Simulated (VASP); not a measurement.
# GaP (F-43m) in VASP: further runs

Aim: see how the results for GaP move with the level of theory and the settings. Levels: PW91, PBE, LDA. Tasks: band structure.

Program: VASP 6.6.1. These are calculated values, not measurements. Logs are shortened: lines on timing, memory, paths and dates and some standing lists are left out, and cuts for length are marked.

**What was measured.**

“Stacking defects in GaP nanowires: Electronic structure and optical properties”, 2018, arxiv:1810.01194 quotes, for a bulk crystal of GaP at 10 K: band gap 2.34 eV (indirect).

How close the calculation comes is told below.

## Step 1: The structure

Symmetry: F-43m, No. 216, cubic system. The conventional cell has a = 5.451 Å, b = 5.451 Å, c = 5.451 Å, α = 90.00°, β = 90.00°, γ = 90.00°. Ga (site symmetry -43m) has 4 P at 2.36 Å as nearest neighbours. Around P (site symmetry -43m) lie 4 Ga at 2.36 Å.

## Step 2: Band structure, PW91

INCAR

```
SYSTEM = GaP
PREC = Accurate
ENCUT = 520
EDIFF = 1E-6
ISMEAR = -1
SIGMA = 0.05
LREAL = .False.
LASPH = .True.
NELM = 80
ALGO = Normal
ISIF = 2
LWAVE = .False.
LCHARG = .False.
GGA = 91
NBANDS = 16
```

KPOINTS

```
regular mesh
0
Gamma
  8 8 8
  0 0 0
```

POSCAR

```
GaP
1.0
    0.0000000000      2.7252500000      2.7252500000
    2.7252500000      0.0000000000      2.7252500000
    2.7252500000      2.7252500000      0.0000000000
Ga P
1 1
Direct
    0.0000000000      0.0000000000      0.0000000000
    0.7500000000      0.7500000000      0.7500000000
```

KPOINTS_OPT

```
path GXWKGLUWLK,UX
10
line-mode
reciprocal
 0.0000000000  0.0000000000  0.0000000000  G
 0.5000000000  0.0000000000  0.5000000000  X

 0.5000000000  0.0000000000  0.5000000000  X
 0.5000000000  0.2500000000  0.7500000000  W

 0.5000000000  0.2500000000  0.7500000000  W
 0.3750000000  0.3750000000  0.7500000000  K

 0.3750000000  0.3750000000  0.7500000000  K
 0.0000000000  0.0000000000  0.0000000000  G

 0.0000000000  0.0000000000  0.0000000000  G
 0.5000000000  0.5000000000  0.5000000000  L

 0.5000000000  0.5000000000  0.5000000000  L
 0.6250000000  0.2500000000  0.6250000000  U

 0.6250000000  0.2500000000  0.6250000000  U
 0.5000000000  0.2500000000  0.7500000000  W

 0.5000000000  0.2500000000  0.7500000000  W
 0.5000000000  0.5000000000  0.5000000000  L

 0.5000000000  0.5000000000  0.5000000000  L
 0.3750000000  0.3750000000  0.7500000000  K

 0.6250000000  0.2500000000  0.6250000000  U
 0.5000000000  0.0000000000  0.5000000000  X
```

Potentials or basis: VASP PAW PBE potentials, release 64 (Ga_d, P).

Command:

```sh
> cat potpaw_PBE.64/Ga_d/POTCAR potpaw_PBE.64/P/POTCAR > POTCAR
> mpirun -np 1 vasp_std > vasp.out
```

OUTCAR:

```text
SYSTEM = GaP
   PREC = Accurate
   ENCUT = 520
   EDIFF = 1E-6
   ISMEAR = -1
   LREAL = .False.
   LASPH = .True.
   NELM = 80
   ISIF = 2
   GGA = 91

 ion  position               nearest neighbor table
   1  0.000  0.000  0.000-   2 2.36   2 2.36   2 2.36   2 2.36
   2  0.750  0.750  0.750-   1 2.36   1 2.36   1 2.36   1 2.36

  LATTYP: Found a face centered cubic cell.
 ALAT       =     5.4505000000

  Lattice vectors:

 A1 = (   0.0000000000,   2.7252500000,   2.7252500000)
 A2 = (   2.7252500000,   0.0000000000,   2.7252500000)
 A3 = (   2.7252500000,   2.7252500000,   0.0000000000)

Analysis of symmetry for initial positions (statically):
=====================================================================
 Subroutine PRICEL returns:
 Original cell was already a primitive cell.

 Routine SETGRP: Setting up the symmetry group for a
 face centered cubic supercell.

 Subroutine GETGRP returns: Found 24 space group operations
 (whereof 24 operations were pure point group operations)
 out of a pool of 48 trial point group operations.

The static configuration has the point symmetry T_d .

Analysis of symmetry for dynamics (positions and initial velocities):
=====================================================================
 Subroutine PRICEL returns:
 Original cell was already a primitive cell.

 Routine SETGRP: Setting up the symmetry group for a
 face centered cubic supercell.

 Subroutine GETGRP returns: Found 24 space group operations
 (whereof 24 operations were pure point group operations)
 out of a pool of 48 trial point group operations.

The dynamic configuration has the point symmetry T_d .

 Subroutine INISYM returns: Found 24 space group operations
 (whereof 24 operations are pure point group operations),
 and found     1 'primitive' translations

----------------------------------------------------------------------------------------

                                     Primitive cell

  volume of cell :      40.4808

  direct lattice vectors                    reciprocal lattice vectors
     0.000000000  2.725250000  2.725250000    -0.183469406  0.183469406  0.183469406
     2.725250000  0.000000000  2.725250000     0.183469406 -0.183469406  0.183469406
     2.725250000  2.725250000  0.000000000     0.183469406  0.183469406 -0.183469406

  length of vectors
     3.854085511  3.854085511  3.854085511     0.317778334  0.317778334  0.317778334

  position of ions in fractional coordinates (direct lattice)
     0.000000000  0.000000000  0.000000000
     0.750000000  0.750000000  0.750000000

  ion indices of the primitive-cell ions
   primitive index   ion index
                 1           1
                 2           2

----------------------------------------------------------------------------------------

 KPOINTS: regular mesh

Automatic generation of k-mesh.
 Grid dimensions read from file:
 generate k-points for:    8    8    8

 Generating k-lattice:

  Cartesian coordinates                     Fractional coordinates (reciprocal lattice)
    -0.022933676  0.022933676  0.022933676     0.125000000  0.000000000  0.000000000
     0.022933676 -0.022933676  0.022933676     0.000000000  0.125000000  0.000000000
     0.022933676  0.022933676 -0.022933676     0.000000000  0.000000000  0.125000000

  Length of vectors
     0.039722292  0.039722292  0.039722292

  Shift w.r.t. Gamma in fractional coordinates (k-lattice)
     0.000000000  0.000000000  0.000000000

 Subroutine IBZKPT returns following result:
 ===========================================

 Found     29 irreducible k-points:

 Following reciprocal coordinates:
            Coordinates               Weight
  0.000000  0.000000  0.000000      1.000000
  0.125000  0.000000  0.000000      8.000000
  0.250000  0.000000  0.000000      8.000000
  0.375000  0.000000  0.000000      8.000000
  0.500000  0.000000  0.000000      4.000000
  0.125000  0.125000  0.000000      6.000000
[... 16 lines left out ...]
  0.500000  0.250000  0.125000     48.000000
 -0.375000  0.250000  0.125000     24.000000
 [... further k-points ...]
   k-points           NKPTS =     29   k-points in BZ     NKDIM =     29   number of bands    NBANDS=     16
   number of dos      NEDOS =    301   number of ions     NIONS =      2
   total plane-waves  NPLWV =  27000
   dimension x,y,z NGX =    30 NGY =   30 NGZ =   30
   dimension x,y,z NGXF=    60 NGYF=   60 NGZF=   60
   ions per type =               1   1
   NGX,Y,Z   is equivalent  to a cutoff of  12.94, 12.94, 12.94 a.u.
   NGXF,Y,Z  is equivalent  to a cutoff of  25.88, 25.88, 25.88 a.u.
 SYSTEM =  GaP
   PREC   = accura    normal or accurate (medium, high low for compatibility)
   ISTART =      0    job   : 0-new  1-cont  2-samecut
   ICHARG =      2    charge: 1-file 2-atom 10-const
   ISPIN  =      1    spin polarized calculation?
   LNONCOLLINEAR =      F non collinear calculations
   LSORBIT =      F    spin-orbit coupling
   LASPH  =      T    aspherical Exc in radial PAW
   ENCUT  =  520.0 eV  38.22 Ry    6.18 a.u.   7.17  7.17  7.17*2*pi/ulx,y,z
   NELM   =     80;   NELMIN=  2; NELMDL= -5     # of ELM steps
   EDIFF  = 0.1E-05   stopping-criterion for ELM
   LREAL  =      F    real-space projection
   EDIFFG = 0.1E-04   stopping-criterion for IOM
   NSW    =      0    number of steps for IOM
   IBRION =     -1    ionic relax: 0-MD 1-quasi-New 2-CG
   NFREE  =      0    steps in history (QN), initial steepest desc. (CG)
   ISIF   =      2    stress and relaxation
   ISYM   =      2    0-nonsym 1-usesym 2-fastsym
   POTIM  = 0.5000    time-step for ionic-motion
   TEBEG  =    0.0;   TEEND  =   0.0 temperature during run
   PSTRESS=    0.0 pullay stress
   NELECT =      18.0000    total number of electrons
   NUPDOWN=      -1.0000    fix difference up-down
   EMIN   =  10.00;   EMAX   =-10.00  energy-range for DOS
   EFERMI =   0.00;   METHOD = LEGACY
   ISMEAR =    -1;   SIGMA  =   0.05  broadening in eV -4-tet -1-fermi 0-gaus
   EFERMI_NEDOS =   21; number of points for ismear=-14 and -15
   IALGO  =     38    algorithm
   IMIX   =      4    mixing-type and parameters
     AMIX     =   0.40;   BMIX     =  1.00
     AMIX_MAG =   1.60;   BMIX_MAG =  1.00
  volume/ion in A,a.u.               =      20.24       136.59
  Fermi-wavevector in a.u.,A,eV,Ry     =   1.249538  2.361284 21.243377  1.561344
  Thomas-Fermi vector in A             =   2.383574
   LORBIT       =      0    0 simple, 1 ext, 2 COOP (PROOUT), +10 PAW based schemes
   GGA     = 91    functional components
   LHFCALC =     F    Hartree Fock is set to
   AEXX    =    0.0000 exact exchange contribution
   IVDW    =     0    specifies the selected vdW correction
   LEPSILON=     F    determine dielectric tensor
   LRPA    =     F    only Hartree local field effects (RPA)
 non-spin polarized calculation
  energy-cutoff  :      520.00
  volume of cell :       40.48
 maximum number of plane-waves:      1106
 NGX is ok and might be reduce to    30
   NGX = 15   NGY = 15   NGZ = 15

 number of electron      17.9999989 magnetization

 Free energy of the ion-electron system (eV)
  ---------------------------------------------------
  ext. energy  EPLUGINS =         0.00000000
  ---------------------------------------------------
  free energy    TOTEN  =        -9.16061117 eV

  energy without entropy =       -9.16061116  energy(sigma->0) =       -9.16061116

 E-fermi :   5.3911     XC(G=0):  -9.8793

 val. band max:        4.6025708719   @ k =   0.0000   0.0000   0.0000
 cond. band min:       6.2440208760   @ k =   0.3750   0.3750   0.0000
 fundamental gap:      1.6414500042
 Fermi energy:         5.3910877904

 k-point     1 :       0.0000    0.0000    0.0000
  band No.  band energies     occupation
      1      -9.9911      2.00000
      2      -9.9911      2.00000
      3      -9.9911      2.00000
      4      -9.8913      2.00000
      5      -9.8913      2.00000
      6      -7.8810      2.00000
[... 8 lines left out ...]
     15      14.4206      0.00000
     16      14.4206      0.00000

 k-point     2 :       0.1250    0.0000    0.0000
  band No.  band energies     occupation
      1     -10.0044      2.00000
      2      -9.9864      2.00000
      3      -9.9864      2.00000
      4      -9.8914      2.00000
      5      -9.8914      2.00000
      6      -7.6790      2.00000
[... 8 lines left out ...]
     15      13.7911      0.00000
     16      14.2887      0.00000

 k-point     3 :       0.2500    0.0000    0.0000
  band No.  band energies     occupation
      1     -10.0338      2.00000
      2      -9.9764      2.00000
      3      -9.9764      2.00000
      4      -9.8901      2.00000
      5      -9.8901      2.00000
      6      -7.1062      2.00000
[... 8 lines left out ...]
     15      13.6043      0.00000
     16      14.5202      0.00000

 k-point     4 :       0.3750    0.0000    0.0000
  band No.  band energies     occupation
      1     -10.0605      2.00000
      2      -9.9688      2.00000
      3      -9.9688      2.00000
      4      -9.8864      2.00000
      5      -9.8864      2.00000
      6      -6.3066      2.00000
[... 8 lines left out ...]
     15      14.7993      0.00000
     16      14.7993      0.00000

 k-point     5 :       0.5000    0.0000    0.0000
  band No.  band energies     occupation
      1     -10.0709      2.00000
      2      -9.9664      2.00000
      3      -9.9664      2.00000
      4      -9.8841      2.00000
      5      -9.8841      2.00000
      6      -5.8163      2.00000
[... 8 lines left out ...]
     15      16.3138      0.00000
     16      16.3138      0.00000

 k-point     6 :       0.1250    0.1250    0.0000
  band No.  band energies     occupation
      1     -10.0131      2.00000
      2      -9.9820      2.00000
      3      -9.9820      2.00000
      4      -9.8954      2.00000
      5      -9.8882      2.00000
      6      -7.6120      2.00000
[... 8 lines left out ...]
     15      14.6567      0.00000
     16      14.6653      0.00000
[... 267 lines left out ...]
 k-point    21 :       0.5000    0.5000    0.0000
  band No.  band energies     occupation
      1     -10.1069      2.00000
      2      -9.9268      2.00000
      3      -9.9262      2.00000
      4      -9.9262      2.00000
      5      -9.8697      2.00000
      6      -4.9158      2.00000
[... 8 lines left out ...]
     15      17.0368      0.00000
     16      17.6049      0.00000

 k-point    22 :       0.3750    0.2500    0.1250
  band No.  band energies     occupation
      1     -10.0567      2.00000
      2      -9.9646      2.00000
      3      -9.9606      2.00000
      4      -9.9020      2.00000
      5      -9.8824      2.00000
      6      -6.6186      2.00000
[... 8 lines left out ...]
     15      15.7365      0.00000
     16      17.0153      0.00000

 k-point    23 :       0.5000    0.2500    0.1250
  band No.  band energies     occupation
      1     -10.0718      2.00000
      2      -9.9609      2.00000
      3      -9.9515      2.00000
      4      -9.9000      2.00000
      5      -9.8825      2.00000
      6      -5.8652      2.00000
[... 8 lines left out ...]
     15      16.1426      0.00000
     16      17.4466      0.00000

 k-point    24 :      -0.3750    0.2500    0.1250
  band No.  band energies     occupation
      1     -10.0774      2.00000
      2      -9.9603      2.00000
      3      -9.9483      2.00000
      4      -9.8965      2.00000
      5      -9.8841      2.00000
      6      -5.4101      2.00000
[... 8 lines left out ...]
     15      16.6109      0.00000
     16      17.1154      0.00000

 [... further k-points ...]
[... 5 lines left out ...]
  --------------------------------------------------------------------------------------
  -------------------------------------------------------------------------------------
  Total        0.6050444      0.6050444      0.6050444     -0.0000000      0.0000000      0.0000000
  in kB       23.9468732     23.9468732     23.9468732     -0.0000000      0.0000000      0.0000000
  external PRESSURE =      23.9468732 kB  Pullay stress =       0.0000000 kB

 VOLUME and BASIS-vectors are now :
 -----------------------------------------------------------------------------
  energy-cutoff  :      520.00
  volume of cell :       40.48
      direct lattice vectors                 reciprocal lattice vectors
     0.000000000  2.725250000  2.725250000    -0.183469406  0.183469406  0.183469406
     2.725250000  0.000000000  2.725250000     0.183469406 -0.183469406  0.183469406
     2.725250000  2.725250000  0.000000000     0.183469406  0.183469406 -0.183469406

 POSITION                                       TOTAL-FORCE (eV/Angst)
 -----------------------------------------------------------------------------------
      0.00000      0.00000      0.00000         0.000000      0.000000      0.000000
      4.08788      4.08788      4.08788        -0.000000     -0.000000     -0.000000
 -----------------------------------------------------------------------------------
    total drift:                                0.000000      0.000000      0.000000

  FREE ENERGIE OF THE ION-ELECTRON SYSTEM (eV)
  ---------------------------------------------------
  free  energy   TOTEN  =        -9.1606111654 eV

  energy  without entropy=       -9.1606111623  energy(sigma->0) =       -9.16061116
```

Run time: 98 s. Hardware: 1 thread of AMD EPYC, shared host; peak memory 0.15 GiB.

Results:

```yaml
Free_energy: -9.1606 eV
Pressure: 2.4 GPa
Band_gap_on_the_k_mesh: 1.64 eV, indirect (least direct gap 1.81 eV)
Band_gap_along_the_path: 1.60 eV, indirect (least direct gap 1.81 eV)
```

Levels at the corners of the path, in eV from the valence-band top:
| point | band 5 | band 6 | band 7 | band 8 | band 9 | band 10 | band 11 | band 12 | band 13 | band 14 |
| --- | --- | --- | --- | --- | --- | --- | --- | --- | --- | --- |
| Γ | -14.49 | -12.48 | 0.00 | 0.00 | 0.00 | 1.81 | 3.89 | 3.89 | 3.89 | 8.79 |
| X | -14.47 | -9.52 | -6.75 | -2.68 | -2.68 | 1.65 | 1.82 | 10.59 | 10.59 | 11.16 |
| X | -14.47 | -9.52 | -6.75 | -2.68 | -2.68 | 1.65 | 1.82 | 10.59 | 10.59 | 11.16 |
| W | -14.49 | -9.43 | -6.55 | -3.57 | -3.42 | 4.71 | 4.87 | 6.10 | 6.16 | 11.58 |
| W | -14.49 | -9.43 | -6.55 | -3.57 | -3.42 | 4.71 | 4.87 | 6.10 | 6.16 | 11.58 |
| K | -14.48 | -9.55 | -6.55 | -3.93 | -2.25 | 2.19 | 4.80 | 8.25 | 8.27 | 9.29 |
| K | -14.48 | -9.55 | -6.55 | -3.93 | -2.25 | 2.19 | 4.80 | 8.25 | 8.27 | 9.29 |
| Γ | -14.49 | -12.48 | 0.00 | 0.00 | 0.00 | 1.81 | 3.89 | 3.89 | 3.89 | 8.79 |
| Γ | -14.49 | -12.48 | 0.00 | 0.00 | 0.00 | 1.81 | 3.89 | 3.89 | 3.89 | 8.79 |
| L | -14.49 | -10.42 | -6.63 | -1.12 | -1.12 | 1.67 | 4.73 | 4.73 | 8.27 | 10.86 |
| L | -14.49 | -10.42 | -6.63 | -1.12 | -1.12 | 1.67 | 4.73 | 4.73 | 8.27 | 10.86 |
| U | -14.48 | -9.55 | -6.55 | -3.93 | -2.25 | 2.19 | 4.80 | 8.25 | 8.27 | 9.29 |
| U | -14.48 | -9.55 | -6.55 | -3.93 | -2.25 | 2.19 | 4.80 | 8.25 | 8.27 | 9.29 |
| W | -14.49 | -9.43 | -6.55 | -3.57 | -3.42 | 4.71 | 4.87 | 6.10 | 6.16 | 11.58 |
| W | -14.49 | -9.43 | -6.55 | -3.57 | -3.42 | 4.71 | 4.87 | 6.10 | 6.16 | 11.58 |
| L | -14.49 | -10.42 | -6.63 | -1.12 | -1.12 | 1.67 | 4.73 | 4.73 | 8.27 | 10.86 |
| L | -14.49 | -10.42 | -6.63 | -1.12 | -1.12 | 1.67 | 4.73 | 4.73 | 8.27 | 10.86 |
| K | -14.48 | -9.55 | -6.55 | -3.93 | -2.25 | 2.19 | 4.80 | 8.25 | 8.27 | 9.29 |
| U | -14.48 | -9.55 | -6.55 | -3.93 | -2.25 | 2.19 | 4.80 | 8.25 | 8.27 | 9.29 |
| X | -14.47 | -9.52 | -6.75 | -2.68 | -2.68 | 1.65 | 1.82 | 10.59 | 10.59 | 11.16 |

Caveat: the PAW data sets were made with another functional, which shifts forces and pressure a little.

## Step 3: Band structure, PBE, spin-orbit coupling, no magnetisation

INCAR

```
SYSTEM = GaP
  PREC = Accurate
  ENCUT = 520
  EDIFF = 1E-6
  ISMEAR = 0
  SIGMA = 0.02
  LREAL = .False.
  LASPH = .True.
  NELM = 60
  ALGO = Normal
  ISIF = 2
  LWAVE = .False.
  LCHARG = .False.
  LNONCOLLINEAR = .True.
  MAGMOM = 0 0 0 0 0 0
  LORBIT = 11
  LSORBIT = .True.
  GGA_COMPAT = .False.
  GGA = PE
  KPAR = 2
```

KPOINTS

```
regular mesh
0
Gamma
  6 6 6
  0 0 0
```

POSCAR is that of step 2.

KPOINTS_OPT is that of step 2.

Potentials or basis: VASP PAW PBE potentials, release 64 (Ga_d, P).

Command:

```sh
> cat potpaw_PBE.64/Ga_d/POTCAR potpaw_PBE.64/P/POTCAR > POTCAR
> mpirun -np 2 vasp_ncl > vasp.out
```

It took 86 s on 2 MPI ranks of Intel Xeon 6975P-C (Granite Rapids), shared host; peak memory 0.28 GiB.

The run converged. Its results:

```
Free energy                                           : -9.1086 eV
Pressure                                              : 2.4 GPa
Valence electrons inside the program's atomic spheres : Ga 11.72; P 2.55
```

## Step 4: Band structure, LDA, spin-orbit coupling, no magnetisation

Edit INCAR of step 3 so:

```diff
@@ -18,3 +18,3 @@
   GGA_COMPAT = .False.
-  GGA = PE
+  GGA = CA
   KPAR = 2
```

KPOINTS is that of step 3.

POSCAR is that of step 3.

KPOINTS_OPT is that of step 3.

Potentials or basis: VASP PAW LDA potentials, release 64 (Ga_d, P).

Command:

```sh
> cat potpaw_LDA.64/Ga_d/POTCAR potpaw_LDA.64/P/POTCAR > POTCAR
> mpirun -np 2 vasp_ncl > vasp.out
```

Wall time 74 s (2 MPI ranks of Intel Xeon 6975P-C (Granite Rapids), shared host); peak memory 0.24 GiB.

It converged, with:

```yaml
Free_energy: -10.4314 eV
Pressure: -2.8 GPa
Valence_electrons_inside_the_program's_atomic_spheres: Ga 11.74; P 2.54
```

## Step 5: For comparison

An earlier run on the cell as given: functional PBE; potentials or basis VASP PAW PBE potentials, release 64 (Ga_d, P); cutoff 520 eV; k mesh 8 × 8 × 8; occupations fermi-dirac, width 0.05 eV; no spin polarisation.

- Pressure: 2.5 GPa
- Band gap on the k mesh: 1.64 eV, indirect (least direct gap 1.83 eV)

## Step 6: Summary

| task | level | potentials or basis | spin | k mesh | smearing | ladder | gap on the mesh (eV) | pressure (GPa) |
| --- | --- | --- | --- | --- | --- | --- | --- | --- |
| band structure | PW91 | VASP PAW PBE potentials, release 64 (Ga_d, P) | off | 8 × 8 × 8 | fermi-dirac 0.05 eV | - | 1.64 | 2.4 |
| band structure | PBE | VASP PAW PBE potentials, release 64 (Ga_d, P) | SOC, no magnetisation | 6 × 6 × 6 | gaussian 0.02 eV | free | - | 2.4 |
| band structure | LDA | VASP PAW LDA potentials, release 64 (Ga_d, P) | SOC, no magnetisation | 6 × 6 × 6 | gaussian 0.02 eV | free | - | -2.8 |
| single point | PBE | VASP PAW PBE potentials, release 64 (Ga_d, P) | off | 8 × 8 × 8 | fermi-dirac 0.05 eV | - | 1.64 | 2.5 |

Alike in all rows: cell as given; cutoff (eV) 520.

Caveats: the PAW data sets were made with another functional, which shifts forces and pressure a little (some runs).

Absolute energies hang on the potentials; compare differences alone.

## Step 7: How close it comes

Step 2. A measured gap of GaP is 2.34 eV (indirect; 10 K; quoted in “Stacking defects in GaP nanowires: Electronic structure and optical properties”, 2018, arxiv:1810.01194); the calculated 1.60 eV misses it by -0.74 eV. Spin-orbit coupling on Ga is left out. The value is that of PW91, without temperature or zero-point motion. Semilocal functionals fall short of measured gaps as a rule.
